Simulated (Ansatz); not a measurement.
# GaS: the cost of one run

Program: the Python package of Ansatz 0.2.0. Level of theory: DFT PBE, plane waves, PAW. These are calculated values, not measurements.

## (1) The system

The structure is hexagonal, space group P6_3/mmc (No. 194). Conventional cell: a = 3.585 Å, b = 3.585 Å, c = 15.500 Å, α = 90.00°, β = 90.00°, γ = 120.00°. Around Ga (site symmetry 3m) lie 3 S at 2.34 Å and 1 Ga at 2.48 Å. S (site symmetry 3m) has 3 Ga at 2.34 Å as nearest neighbours.

No structure file is read: the coordinates are typed or built in the script.

## (2) Script

Input file phonons_gas.py:

```python
"""Phonons of GaS by finite displacements."""

from pathlib import Path
import logging
import sys

import ansatz as az
import numpy as np

logging.basicConfig(stream=sys.stdout, format="%(levelname)s:%(name)s:%(message)s")
log = logging.getLogger("ansatz_job")
log.setLevel(logging.INFO)

xtal = (
    az.Lattice.of([3.585, 0.0, 0.0], [-1.7925, 3.104701, 0.0], [0.0, 0.0, 15.5])
    .atom("Ga", [1 / 3, 2 / 3, 0.17])
    .atom("Ga", [2 / 3, 1 / 3, 0.67])
    .atom("Ga", [1 / 3, 2 / 3, 0.33])
    .atom("Ga", [2 / 3, 1 / 3, 0.83])
    .atom("S", [1 / 3, 2 / 3, 0.6])
    .atom("S", [2 / 3, 1 / 3, 0.1])
    .atom("S", [1 / 3, 2 / 3, 0.9])
    .atom("S", [2 / 3, 1 / 3, 0.4])
)

# the cell itself: zone-centre modes alone
base = (
    xtal.calculation()
    .pseudopotentials("paw")
    .occupations("Fixed")  # whole-number filling, right only where there is a gap
    .functional(az.Functional.PBE)
    .basis(470)  # a bare number is in eV
    .kpoints(6, 6, 2)  # sampling of the Brillouin zone
    .phonons("fd", supercell=1, amplitude=0.015)
)
outcome = base.run(runs_dir="runs")
folder = Path(outcome.output_folder) / "results"
ph = outcome.phonons

for mode, w in enumerate(ph.gamma_omega_inv_cm, start=1):
    log.info(f"Gamma mode {mode:2d}: {w:8.1f} 1/cm  {w / 33.35641:7.3f} THz")
log.info(f"{ph.n_members} displaced supercells, sum-rule residual {ph.asr_residual_pre_ev_ang2:.1e} eV/A^2")
optical = np.sort(ph.gamma_omega_inv_cm)
print("imaginary modes at Gamma:", int((optical < -10).sum()), "- highest mode", round(float(optical[-1]), 1), "1/cm")
```

## (3) The input behind the calls

The engine receives this input:

```yaml
crystal:
  lattice:
    - [3.585, 0.0, 0.0]
    - [-1.7925, 3.104701, 0.0]
    - [0.0, 0.0, 15.5]
  atoms:
    - { symbol: Ga, position: [0.3333333333333333, 0.6666666666666666, 0.17] }
    - { symbol: Ga, position: [0.6666666666666666, 0.3333333333333333, 0.67] }
    - { symbol: Ga, position: [0.3333333333333333, 0.6666666666666666, 0.33] }
    - { symbol: Ga, position: [0.6666666666666666, 0.3333333333333333, 0.83] }
    - { symbol: S, position: [0.3333333333333333, 0.6666666666666666, 0.6] }
    - { symbol: S, position: [0.6666666666666666, 0.3333333333333333, 0.1] }
    - { symbol: S, position: [0.3333333333333333, 0.6666666666666666, 0.9] }
    - { symbol: S, position: [0.6666666666666666, 0.3333333333333333, 0.4] }
basis:
  ecutwfc: 470.0
kpoints:
  mp_grid:
    grid: [6, 6, 2]
hamiltonian:
  xc: pbe
  pseudopotentials:
    kind: paw
scf:
  occupations:
    method: fixed
phonons:
  method: fd
  supercell: [1, 1, 1]
  amplitude: 0.015
```

## (4) Launch

Launch:

```bash
> python phonons_gas.py
```

Q: Estimate wall time and peak memory on 1 thread of Arm Neoverse V2, shared host.

About 66 s, with a peak of 0.6 GiB.
